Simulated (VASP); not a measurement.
# H (P4/mmm) in VASP: further runs, part 2 of 2

VASP 6.6.1. Earlier steps stand in the parts before.

**6. Single point, PBE**

INCAR reads:

```
SYSTEM = H
ADDGRID = .FALSE. ; ALGO = Normal
EDIFF = 1E-6 ; ENCUT = 520
GGA = PE ; ISIF = 2
ISMEAR = 0 ; LASPH = .TRUE.
LCHARG = .FALSE. ; LREAL = .FALSE.
LWAVE = .FALSE. ; NBANDS = 6
NELM = 100 ; PREC = Accurate
SIGMA = 0.05
```

KPOINTS reads:

```
k-points
0
G
  3 3 8
  0 0 0
```

POSCAR reads:

```
H
1.0
    2.6496387389      0.0000000000      0.0000000000
    0.0000000000      2.6496387389      0.0000000000
    0.0000000000      0.0000000000      0.9804929200
H
1
Direct
    0.0000000000      0.0000000000      0.5000000000
```

Potentials or basis: VASP PAW PBE potentials, release 64 (H).

Launch:

```bash
cat potpaw_PBE.64/H/POTCAR > POTCAR
mpirun -np 1 vasp_std > vasp.out
```

OUTCAR:

```text
SYSTEM = H
   EDIFF = 1E-6
   ENCUT = 520
   GGA = PE
   ISIF = 2
   ISMEAR = 0
   LASPH = .TRUE.
   LREAL = .FALSE.
   NELM = 100
   PREC = Accurate

 Found     15 irreducible k-points:

 Following reciprocal coordinates:
            Coordinates               Weight
  0.000000  0.000000  0.000000      1.000000
  0.333333  0.000000  0.000000      4.000000
  0.333333  0.333333  0.000000      4.000000
  0.000000  0.000000  0.125000      2.000000
  0.333333  0.000000  0.125000      8.000000
  0.333333  0.333333  0.125000      8.000000
   k-points           NKPTS =     15   k-points in BZ     NKDIM =     15   number of bands    NBANDS=      6
   number of dos      NEDOS =    301   number of ions     NIONS =      1
   total plane-waves  NPLWV =   3200
   dimension x,y,z NGX =    20 NGY =   20 NGZ =    8
   dimension x,y,z NGXF=    40 NGYF=   40 NGZF=   16
   ions per type =               1
   NGX,Y,Z   is equivalent  to a cutoff of  12.55, 12.55, 13.56 a.u.
   NGXF,Y,Z  is equivalent  to a cutoff of  25.10, 25.10, 27.13 a.u.
 SYSTEM =  H
   PREC   = accura    normal or accurate (medium, high low for compatibility)
   ISTART =      0    job   : 0-new  1-cont  2-samecut
   ICHARG =      2    charge: 1-file 2-atom 10-const
   ISPIN  =      1    spin polarized calculation?
   LNONCOLLINEAR =      F non collinear calculations
   LSORBIT =      F    spin-orbit coupling
   LASPH  =      T    aspherical Exc in radial PAW
   ENCUT  =  520.0 eV  38.22 Ry    6.18 a.u.   4.93  4.93  1.82*2*pi/ulx,y,z
   NELM   =    100;   NELMIN=  2; NELMDL= -5     # of ELM steps
   EDIFF  = 0.1E-05   stopping-criterion for ELM
   LREAL  =      F    real-space projection
   EDIFFG = 0.1E-04   stopping-criterion for IOM
   NSW    =      0    number of steps for IOM
   IBRION =     -1    ionic relax: 0-MD 1-quasi-New 2-CG
   NFREE  =      0    steps in history (QN), initial steepest desc. (CG)
   ISIF   =      2    stress and relaxation
   ISYM   =      2    0-nonsym 1-usesym 2-fastsym
   POTIM  = 0.5000    time-step for ionic-motion
   TEBEG  =    0.0;   TEEND  =   0.0 temperature during run
   PSTRESS=    0.0 pullay stress
   NELECT =       1.0000    total number of electrons
   NUPDOWN=      -1.0000    fix difference up-down
   EMIN   =  10.00;   EMAX   =-10.00  energy-range for DOS
   EFERMI =   0.00;   METHOD = LEGACY
   ISMEAR =     0;   SIGMA  =   0.05  broadening in eV -4-tet -1-fermi 0-gaus
   EFERMI_NEDOS =   21; number of points for ismear=-14 and -15
   IALGO  =     38    algorithm
   IMIX   =      4    mixing-type and parameters
     AMIX     =   0.40;   BMIX     =  1.00
     AMIX_MAG =   1.60;   BMIX_MAG =  1.00
  volume/ion in A,a.u.               =       6.88        46.45
  Fermi-wavevector in a.u.,A,eV,Ry     =   0.860602  1.626302 10.076956  0.740635
  Thomas-Fermi vector in A             =   1.978131
   LORBIT       =      0    0 simple, 1 ext, 2 COOP (PROOUT), +10 PAW based schemes
   GGA     = PE    functional components
   LHFCALC =     F    Hartree Fock is set to
   AEXX    =    0.0000 exact exchange contribution
   IVDW    =     0    specifies the selected vdW correction
   LEPSILON=     F    determine dielectric tensor
   LRPA    =     F    only Hartree local field effects (RPA)
 non-spin polarized calculation
 Gauss-broadening in eV      SIGMA  =   0.05
  energy-cutoff  :      520.00
  volume of cell :        6.88
 maximum number of plane-waves:       198
 NGX is ok and might be reduce to    20
   NGX =  9   NGY =  9   NGZ =  3

 number of electron       0.9999999 magnetization

 Free energy of the ion-electron system (eV)
  ---------------------------------------------------
  ext. energy  EPLUGINS =         0.00000000
  ---------------------------------------------------
  free energy    TOTEN  =        -2.72857658 eV

  energy without entropy =       -2.72695924  energy(sigma->0) =       -2.72776791

 E-fermi :  -1.8737     XC(G=0):  -6.8720

 val. band max:       -1.9143734997   @ k =   0.3333   0.0000   0.2500
 cond. band min:      -1.0410705391   @ k =   0.3333   0.3333   0.2500
 fundamental gap:      0.8733029606
 Fermi energy:        -1.8737025073

 k-point     1 :       0.0000    0.0000    0.0000
  band No.  band energies     occupation
      1     -12.5801      2.00000
      2       8.3061      0.00000
      3      14.1580      0.00000
      4      14.1580      0.00000
      5      17.1670      0.00000
      6      34.9512      0.00000

 k-point     2 :       0.3333    0.0000    0.0000
  band No.  band energies     occupation
      1     -11.5693      2.00000
      2       2.6174      0.00000
      3      14.2131      0.00000
      4      16.0330      0.00000
      5      24.8207      0.00000
      6      25.3455      0.00000
[... 28 lines left out ...]
 k-point     6 :       0.3333    0.3333    0.1250
  band No.  band energies     occupation
      1      -8.2656      2.00000
      2       6.3196      0.00000
      3       8.6139      0.00000
      4      16.1791      0.00000
      5      31.2716      0.00000
      6      36.4518      0.00000

 [... further k-points ...]

------------------------ aborting loop because EDIFF is reached ----------------------------------------

  FORCE on cell =-STRESS in cart. coord.  units (eV):
  Direction    XX          YY          ZZ          XY          YZ          ZX
  --------------------------------------------------------------------------------------
  -------------------------------------------------------------------------------------
  Total       -0.2229290     -0.2229290      1.0106731      0.0000000     -0.0000000      0.0000000
  in kB      -51.8871026    -51.8871026    235.2358405      0.0000000     -0.0000000      0.0000000
  external PRESSURE =      43.8205451 kB  Pullay stress =       0.0000000 kB

 VOLUME and BASIS-vectors are now :
 -----------------------------------------------------------------------------
  energy-cutoff  :      520.00
  volume of cell :        6.88
      direct lattice vectors                 reciprocal lattice vectors
     2.649638739  0.000000000  0.000000000     0.377409941  0.000000000  0.000000000
     0.000000000  2.649638739  0.000000000     0.000000000  0.377409941  0.000000000
     0.000000000  0.000000000  0.980492920     0.000000000  0.000000000  1.019895177

 POSITION                                       TOTAL-FORCE (eV/Angst)
 -----------------------------------------------------------------------------------
      0.00000      0.00000      0.49025         0.000000      0.000000      0.000000
 -----------------------------------------------------------------------------------
    total drift:                               -0.000000      0.000000      0.000000

  FREE ENERGIE OF THE ION-ELECTRON SYSTEM (eV)
  ---------------------------------------------------
  free  energy   TOTEN  =        -2.7285765804 eV

  energy  without entropy=       -2.7269592423  energy(sigma->0) =       -2.72776791
```

stdout:

```text
POSCAR found type information on POSCAR H
 POSCAR found :  1 types and       1 ions
 scaLAPACK will be used
 LDA part: xc-table for (Slater+PW92), standard interpolation
 POSCAR, INCAR and KPOINTS ok, starting setup
 FFT: planning ... GRIDC
 FFT: planning ... GRID_SOFT
 FFT: planning ... GRID
 WAVECAR not read
 entering main loop
```

Wall time 0.7 s (1 thread of Intel Xeon 6975P-C (Granite Rapids), shared host); peak memory 0.1 GiB.

These settings aren't checked as converged: the numbers below hold their error.

Results:

| Property | Result |
| --- | --- |
| Free energy | -2.7286 eV |
| Pressure | 4.4 GPa |
| Band gap on the k mesh | none (metal or under the smearing width) |

Caveat: the k mesh is coarse (spacing up to 0.80 Å⁻¹), so the values aren't converged.

**7. For comparison**

An earlier run on the cell as given: functional PBE; potentials or basis VASP PAW PBE potentials, release 64 (H); cutoff 520 eV; k mesh 10 × 10 × 26; occupations fermi-dirac, width 0.05 eV; no spin polarisation.

* Pressure: 1.6 GPa
* Band gap on the k mesh: none (metal or under the smearing width)
